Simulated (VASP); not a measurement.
# Si (Ia-3) in VASP: notebook

Runs on Si. Level: BLYP. Tasks: single point, relaxation of cell and atoms.

Program: VASP 6.6.1. These are calculated values, not measurements. Logs are shortened: lines on timing, memory, paths and dates and some standing lists are left out, and cuts for length are marked.

### Step 1. The crystal as given

The structure is cubic, space group Ia-3 (No. 206). Conventional cell: a = 6.785 Å, b = 6.785 Å, c = 6.785 Å, α = 90.00°, β = 90.00°, γ = 90.00°. Si (site symmetry 3) is surrounded by 4 Si at 2.34 to 2.45 Å.

This isn't the form of Si at room conditions, which is diamond.

### Step 2. Single point, BLYP

Contents of INCAR:

```
SYSTEM = Si
  AGGAC = 1.0
  AGGAX = 1.0
  ALDAC = 0.0
  ALDAX = 1.0
  ALGO = Normal
  EDIFF = 1E-7
  ENCUT = 520
  GGA = B5
  ISIF = 2
  ISMEAR = -1
  LASPH = .True.
  LCHARG = .False.
  LREAL = .False.
  LWAVE = .False.
  NBANDS = 26
  NELM = 100
  PREC = Accurate
  SIGMA = 0.05
```

Contents of KPOINTS:

```
k-points
0
Gamma
  6 6 6
  0 0 0
```

Contents of POSCAR:

```
Si
1.0
   -3.3924246088      3.3924246088      3.3924246088
    3.3924246088     -3.3924246088      3.3924246088
    3.3924246088      3.3924246088     -3.3924246088
Si
8
Direct
    0.1988601341      0.1988601341      0.1988601341
    0.5000000000      1.0000000000      0.3011398659
    0.3011398659      0.5000000000      0.0000000000
    0.0000000000      0.3011398659      0.5000000000
    0.8011398659      0.8011398659      0.8011398659
    0.5000000000      0.0000000000      0.6988601341
    0.6988601341      0.5000000000      1.0000000000
    1.0000000000      0.6988601341      0.5000000000
```

Potentials or basis: VASP PAW PBE potentials, release 64 (Si).

Started as:

```
> cat potpaw_PBE.64/Si/POTCAR > POTCAR
> mpirun -np 1 vasp_std > vasp.out
```

OUTCAR:

```text
SYSTEM = Si
   EDIFF = 1E-7
   ENCUT = 520
   GGA = B5
   ISIF = 2
   ISMEAR = -1
   LASPH = .True.
   LREAL = .False.
   NELM = 100
   PREC = Accurate

 ion  position               nearest neighbor table
   1  0.199  0.199  0.199-   5 2.34   3 2.45   4 2.45   2 2.45
   2  0.500  0.000  0.301-   6 2.34   4 2.45   1 2.45   3 2.45
   3  0.301  0.500  0.000-   7 2.34   2 2.45   1 2.45   4 2.45
   4  0.000  0.301  0.500-   8 2.34   3 2.45   1 2.45   2 2.45
   5  0.801  0.801  0.801-   1 2.34   6 2.45   7 2.45   8 2.45
   6  0.500  0.000  0.699-   2 2.34   5 2.45   7 2.45   8 2.45
   7  0.699  0.500  0.000-   3 2.34   5 2.45   8 2.45   6 2.45
   8  0.000  0.699  0.500-   4 2.34   5 2.45   6 2.45   7 2.45

  LATTYP: Found a body centered cubic cell.
 ALAT       =     6.7848492176

  Lattice vectors:

 A1 = (  -3.3924246088,   3.3924246088,   3.3924246088)
 A2 = (   3.3924246088,  -3.3924246088,   3.3924246088)
 A3 = (   3.3924246088,   3.3924246088,  -3.3924246088)

Analysis of symmetry for initial positions (statically):
=====================================================================
 Subroutine PRICEL returns:
 Original cell was already a primitive cell.

 Routine SETGRP: Setting up the symmetry group for a
 body centered cubic supercell.

 Subroutine GETGRP returns: Found 24 space group operations
 (whereof  6 operations were pure point group operations)
 out of a pool of 48 trial point group operations.

The static configuration has the point symmetry S_6 .
 The point group associated with its full space group is T_h .

Analysis of symmetry for dynamics (positions and initial velocities):
=====================================================================
 Subroutine PRICEL returns:
 Original cell was already a primitive cell.

 Routine SETGRP: Setting up the symmetry group for a
 body centered cubic supercell.

 Subroutine GETGRP returns: Found 24 space group operations
 (whereof  6 operations were pure point group operations)
 out of a pool of 48 trial point group operations.

The dynamic configuration has the point symmetry S_6 .
 The point group associated with its full space group is T_h .

 Subroutine INISYM returns: Found 24 space group operations
 (whereof  6 operations are pure point group operations),
 and found     1 'primitive' translations

----------------------------------------------------------------------------------------

                                     Primitive cell

  volume of cell :     156.1675

  direct lattice vectors                    reciprocal lattice vectors
    -3.392424609  3.392424609  3.392424609     0.000000000  0.147387211  0.147387211
     3.392424609 -3.392424609  3.392424609     0.147387211  0.000000000  0.147387211
     3.392424609  3.392424609 -3.392424609     0.147387211  0.147387211  0.000000000

  length of vectors
     5.875851783  5.875851783  5.875851783     0.208436992  0.208436992  0.208436992

  position of ions in fractional coordinates (direct lattice)
     0.198860134  0.198860134  0.198860134
     0.500000000  0.000000000  0.301139866
     0.301139866  0.500000000  0.000000000
     0.000000000  0.301139866  0.500000000
     0.801139866  0.801139866  0.801139866
     0.500000000  0.000000000  0.698860134
     0.698860134  0.500000000  0.000000000
     0.000000000  0.698860134  0.500000000

  ion indices of the primitive-cell ions
   primitive index   ion index
                 1           1
                 2           2
                 3           3
                 4           4
                 5           5
                 6           6
                 7           7
                 8           8

----------------------------------------------------------------------------------------

 KPOINTS: k-points

Automatic generation of k-mesh.
 Grid dimensions read from file:
 generate k-points for:    6    6    6

 Generating k-lattice:

  Cartesian coordinates                     Fractional coordinates (reciprocal lattice)
     0.000000000  0.024564535  0.024564535     0.166666667  0.000000000  0.000000000
     0.024564535  0.000000000  0.024564535     0.000000000  0.166666667  0.000000000
     0.024564535  0.024564535  0.000000000     0.000000000  0.000000000  0.166666667

  Length of vectors
     0.034739499  0.034739499  0.034739499

  Shift w.r.t. Gamma in fractional coordinates (k-lattice)
     0.000000000  0.000000000  0.000000000

 Subroutine IBZKPT returns following result:
 ===========================================

 Found     18 irreducible k-points:

 Following reciprocal coordinates:
            Coordinates               Weight
  0.000000  0.000000  0.000000      1.000000
  0.166667  0.000000  0.000000     12.000000
  0.333333  0.000000  0.000000     12.000000
  0.500000  0.000000  0.000000      6.000000
  0.166667  0.166667  0.000000     24.000000
  0.333333  0.166667  0.000000     24.000000
[... 10 lines left out ...]
  0.500000  0.500000  0.333333     12.000000
  0.500000  0.500000  0.500000      1.000000
   k-points           NKPTS =     18   k-points in BZ     NKDIM =     18   number of bands    NBANDS=     26
   number of dos      NEDOS =    301   number of ions     NIONS =      8
   total plane-waves  NPLWV = 110592
   dimension x,y,z NGX =    48 NGY =   48 NGZ =   48
   dimension x,y,z NGXF=    96 NGYF=   96 NGZF=   96
   ions per type =               8
   NGX,Y,Z   is equivalent  to a cutoff of  13.58, 13.58, 13.58 a.u.
   NGXF,Y,Z  is equivalent  to a cutoff of  27.16, 27.16, 27.16 a.u.
 SYSTEM =  Si
   PREC   = accura    normal or accurate (medium, high low for compatibility)
   ISTART =      0    job   : 0-new  1-cont  2-samecut
   ICHARG =      2    charge: 1-file 2-atom 10-const
   ISPIN  =      1    spin polarized calculation?
   LNONCOLLINEAR =      F non collinear calculations
   LSORBIT =      F    spin-orbit coupling
   LASPH  =      T    aspherical Exc in radial PAW
   ENCUT  =  520.0 eV  38.22 Ry    6.18 a.u.  10.93 10.93 10.93*2*pi/ulx,y,z
   NELM   =    100;   NELMIN=  2; NELMDL= -5     # of ELM steps
   EDIFF  = 0.1E-06   stopping-criterion for ELM
   LREAL  =      F    real-space projection
   EDIFFG = 0.1E-05   stopping-criterion for IOM
   NSW    =      0    number of steps for IOM
   IBRION =     -1    ionic relax: 0-MD 1-quasi-New 2-CG
   NFREE  =      0    steps in history (QN), initial steepest desc. (CG)
   ISIF   =      2    stress and relaxation
   ISYM   =      2    0-nonsym 1-usesym 2-fastsym
   POTIM  = 0.5000    time-step for ionic-motion
   TEBEG  =    0.0;   TEEND  =   0.0 temperature during run
   PSTRESS=    0.0 pullay stress
   NELECT =      32.0000    total number of electrons
   NUPDOWN=      -1.0000    fix difference up-down
   EMIN   =  10.00;   EMAX   =-10.00  energy-range for DOS
   EFERMI =   0.00;   METHOD = LEGACY
   ISMEAR =    -1;   SIGMA  =   0.05  broadening in eV -4-tet -1-fermi 0-gaus
   EFERMI_NEDOS =   21; number of points for ismear=-14 and -15
   IALGO  =     38    algorithm
   IMIX   =      4    mixing-type and parameters
     AMIX     =   0.40;   BMIX     =  1.00
     AMIX_MAG =   1.60;   BMIX_MAG =  1.00
  volume/ion in A,a.u.               =      19.52       131.73
  Fermi-wavevector in a.u.,A,eV,Ry     =   0.965150  1.823868 12.674013  0.931514
  Thomas-Fermi vector in A             =   2.094842
   LORBIT       =      0    0 simple, 1 ext, 2 COOP (PROOUT), +10 PAW based schemes
   GGA     = B5    functional components
   LHFCALC =     F    Hartree Fock is set to
   AEXX    =    0.0000 exact exchange contribution
   IVDW    =     0    specifies the selected vdW correction
   LEPSILON=     F    determine dielectric tensor
   LRPA    =     F    only Hartree local field effects (RPA)
 non-spin polarized calculation
  energy-cutoff  :      520.00
  volume of cell :      156.17
 maximum number of plane-waves:      4244
 NGX is ok and might be reduce to    48
   NGX = 21   NGY = 21   NGZ = 21

 number of electron      32.0000002 magnetization

 Free energy of the ion-electron system (eV)
  ---------------------------------------------------
  ext. energy  EPLUGINS =         0.00000000
  ---------------------------------------------------
  free energy    TOTEN  =       -36.05934245 eV

  energy without entropy =      -36.05807793  energy(sigma->0) =      -36.05871019

 E-fermi :   6.8820     XC(G=0):  -9.0049

 val. band max:        6.8501915837   @ k =   0.5000   0.5000   0.5000
 cond. band min:       7.1608566257   @ k =   0.5000   0.5000   0.3333
 fundamental gap:      0.3106650421
 Fermi energy:         6.8820043259

 k-point     1 :       0.0000    0.0000    0.0000
  band No.  band energies     occupation
      1      -5.3310      2.00000
      2      -1.3671      2.00000
      3      -1.0781      2.00000
      4      -1.0781      2.00000
      5      -1.0781      2.00000
      6       0.6306      2.00000
[... 18 lines left out ...]
     25      12.0107      0.00000
     26      12.8885      0.00000

 k-point     2 :       0.1667    0.0000    0.0000
  band No.  band energies     occupation
      1      -5.1723      2.00000
      2      -1.8850      2.00000
      3      -1.5249      2.00000
      4      -1.3694      2.00000
      5      -0.7539      2.00000
      6       0.4291      2.00000
[... 18 lines left out ...]
     25      12.0968      0.00000
     26      12.1542      0.00000

 k-point     3 :       0.3333    0.0000    0.0000
  band No.  band energies     occupation
      1      -4.7015      2.00000
      2      -2.9357      2.00000
      3      -1.8688      2.00000
      4      -1.7594      2.00000
      5      -0.4492      2.00000
      6       0.0751      2.00000
[... 398 lines left out ...]
 k-point    17 :       0.5000    0.5000    0.3333
  band No.  band energies     occupation
      1      -3.4431      2.00000
      2      -3.4403      2.00000
      3      -3.0067      2.00000
      4      -1.5187      2.00000
      5      -1.1006      2.00000
      6      -1.0948      2.00000
[... 18 lines left out ...]
     25      10.7281      0.00000
     26      10.8013      0.00000

 k-point    18 :       0.5000    0.5000    0.5000
  band No.  band energies     occupation
      1      -3.1545      2.00000
      2      -3.1545      2.00000
      3      -3.1545      2.00000
      4      -1.6069      2.00000
      5      -1.6069      2.00000
      6      -1.6069      2.00000
[... 18 lines left out ...]
     25      10.5162      0.00000
     26      10.6497      0.00000

------------------------ aborting loop because EDIFF is reached ----------------------------------------

  FORCE on cell =-STRESS in cart. coord.  units (eV):
  Direction    XX          YY          ZZ          XY          YZ          ZX
  --------------------------------------------------------------------------------------
  -------------------------------------------------------------------------------------
  Total        0.1867505      0.1867505      0.1867505     -0.0000000     -0.0000000      0.0000000
  in kB        1.9159397      1.9159397      1.9159397     -0.0000000     -0.0000000      0.0000000
  external PRESSURE =       1.9159397 kB  Pullay stress =       0.0000000 kB

 VOLUME and BASIS-vectors are now :
 -----------------------------------------------------------------------------
  energy-cutoff  :      520.00
  volume of cell :      156.17
      direct lattice vectors                 reciprocal lattice vectors
    -3.392424609  3.392424609  3.392424609     0.000000000  0.147387211  0.147387211
     3.392424609 -3.392424609  3.392424609     0.147387211  0.000000000  0.147387211
     3.392424609  3.392424609 -3.392424609     0.147387211  0.147387211  0.000000000

 POSITION                                       TOTAL-FORCE (eV/Angst)
 -----------------------------------------------------------------------------------
      0.67462      0.67462      0.67462        -0.006264     -0.006264     -0.006264
     -0.67462      2.71781      0.67462         0.006264      0.006264     -0.006264
      0.67462     -0.67462      2.71781        -0.006264      0.006264      0.006264
      2.71781      0.67462     -0.67462         0.006264     -0.006264      0.006264
      2.71781      2.71781      2.71781         0.006264      0.006264      0.006264
      0.67462      4.06704     -0.67462        -0.006264     -0.006264      0.006264
     -0.67462      0.67462      4.06704         0.006264     -0.006264     -0.006264
      4.06704     -0.67462      0.67462        -0.006264      0.006264     -0.006264
 -----------------------------------------------------------------------------------
    total drift:                               -0.000000     -0.000000      0.000000

  FREE ENERGIE OF THE ION-ELECTRON SYSTEM (eV)
  ---------------------------------------------------
  free  energy   TOTEN  =       -36.0593424514 eV

  energy  without entropy=      -36.0580779252  energy(sigma->0) =      -36.05871019
```

It took 2.2 min on 1 thread of Intel Xeon Platinum 8175M at 2.50GHz (Skylake/Cascade Lake), shared host; peak memory 0.31 GiB.

Results:

- Free energy: -36.0593 eV
- Pressure: 0.2 GPa
- Largest force: 0.011 eV/Å
- Band gap on the k mesh: none (metal or under the smearing width)

Forces in eV/Å, atoms in the order of the input:
```
Si  -0.006 -0.006 -0.006
Si   0.006  0.006 -0.006
Si  -0.006  0.006  0.006
Si   0.006 -0.006  0.006
Si   0.006  0.006  0.006
Si  -0.006 -0.006  0.006
Si   0.006 -0.006 -0.006
Si  -0.006  0.006 -0.006
```

Caveat: the PAW data sets were made with another functional, which shifts forces and pressure a little.

### Step 3. Single point, BLYP

Contents of INCAR:

```
  PREC = Accurate
  ENCUT = 520
  EDIFF = 1E-7
  ISMEAR = -1
  SIGMA = 0.05
  LREAL = False
  LASPH = True
  NELM = 80
  ALGO = Normal
  ISIF = 2
  LWAVE = False
  LCHARG = False
  GGA = B5
  ALDAX = 1.0
  AGGAX = 1.0
  AGGAC = 1.0
  ALDAC = 0.0
  NBANDS = 26
```

Contents of KPOINTS:

```
Automatic mesh
0
Gamma
  4 4 4
```

POSCAR is that of step 2.

Potentials or basis: VASP PAW PBE potentials, release 64 (Si).

Started as:

```
> cat potpaw_PBE.64/Si/POTCAR > POTCAR
> mpirun -np 1 vasp_std > vasp.out
```

Wall time 1.8 min (1 thread of Intel Xeon Platinum 8175M at 2.50GHz (Skylake/Cascade Lake), shared host); peak memory 0.29 GiB.

Results (log left out):

| Property | Result |
| --- | --- |
| Free energy | -36.0497 eV |
| Pressure | 0.2 GPa |
| Largest force | 0.014 eV/Å |
| Band gap on the k mesh | none (metal or under the smearing width) |

Forces on the atoms (eV/Å):
```
Si   0.008  0.008  0.008
Si  -0.008 -0.008  0.008
Si   0.008 -0.008 -0.008
Si  -0.008  0.008 -0.008
Si  -0.008 -0.008 -0.008
Si   0.008  0.008 -0.008
Si  -0.008  0.008  0.008
Si   0.008 -0.008  0.008
```

Levels at points of the mesh, in eV from the Fermi level:
```
           k point  band 12  band 13  band 14  band 15  band 16  band 17  band 18  band 19  band 20  band 21
(0.00, 0.00, 0.00)    -3.65    -3.65    -1.40    -1.40    -0.96     1.67     1.67     1.67     3.47     3.47
(0.50, 0.00, 0.00)    -2.54    -2.12    -2.12    -1.30    -1.30     0.55     0.55     2.04     2.04     2.30
(0.50, 0.50, 0.50)    -2.40    -2.40    -0.48    -0.03    -0.03    -0.03     2.26     2.84     2.84     2.84
```

Caveat: the PAW data sets were made with another functional, which shifts forces and pressure a little.

(Continued in part 2 of 2.)
